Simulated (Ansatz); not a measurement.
**How stiff is this cell of SiC?**

Cell: a refined structure from the COD, its atoms then relaxed with PBE in this cell.

```xyz
12
Lattice="1.5389 -2.6675 0.0000 1.5389 2.6675 0.0000 0.0000 0.0000 15.1219" Properties=species:S:1:pos:R:3 pbc="T T T"
Si    1.5389    1.7784   12.9704
Si    1.5389   -1.7784    5.4094
Si    1.5389   -0.0006    7.9315
Si    1.5389    0.0006    0.3706
Si    1.5389   -1.7789   10.4526
Si    1.5389    1.7789    2.8917
C     1.5389   -0.0010    9.8264
C     1.5389    0.0010    2.2655
C     1.5389    1.7786   14.8600
C     1.5389   -1.7786    7.2991
C     1.5389   -1.7787   12.3424
C     1.5389    1.7787    4.7814
```

Atoms are numbered from 1 in the order listed; like atoms form one site, named after its first atom.

Method: Kohn–Sham DFT in Ansatz, PBE, plane waves and PAW, scalar-relativistic, 420 eV cutoff, Γ-centred 16×16×3 k-points, Fermi–Dirac smearing 0.02 eV.

The cell is stretched along z (the third Cartesian axis of the run's cell), x and y held, and the ions relax again each time. Tension counts as positive.

| strain along z (%) | stress along z (GPa) | stress along x (GPa) | gap on the k-mesh (eV) |
| --- | --- | --- | --- |
| -3 | -20.5 | -5.7 | 1.83 |
| -2 | -14.4 | -4.9 | 1.92 |
| -1 | -8.5 | -4.2 | 2.00 |
| 0 | -2.9 | -3.5 | 2.02 |
| +1 | ? | ? | ? |
| +2 | 7.6 | -2.5 | 1.94 |
| +3 | 12.5 | -2.0 | 1.90 |

Problem. Estimate the row at +1 % from the others.

Solution. stress along z (GPa): 2.5; stress along x (GPa): -2.9; gap on the k-mesh (eV): 1.98. Worked: parabolas through the other 6 rows give 2.5 and -2.9 GPa at +1 %. Their slopes at zero strain are 550 GPa (the stiffness along z) and 61 GPa (the coupling of z to x). They hold at this cell, where the calculated pressure is 3.2 GPa. The gap doesn't change in one direction over the range: it is largest at 0 % (2.02 eV) and smallest at -3 % (1.83 eV), so no single slope describes it.

PBE gaps are too small, by a third to a half in many semiconductors; their changes with strain are better.

All values belong to this cell and structure model.
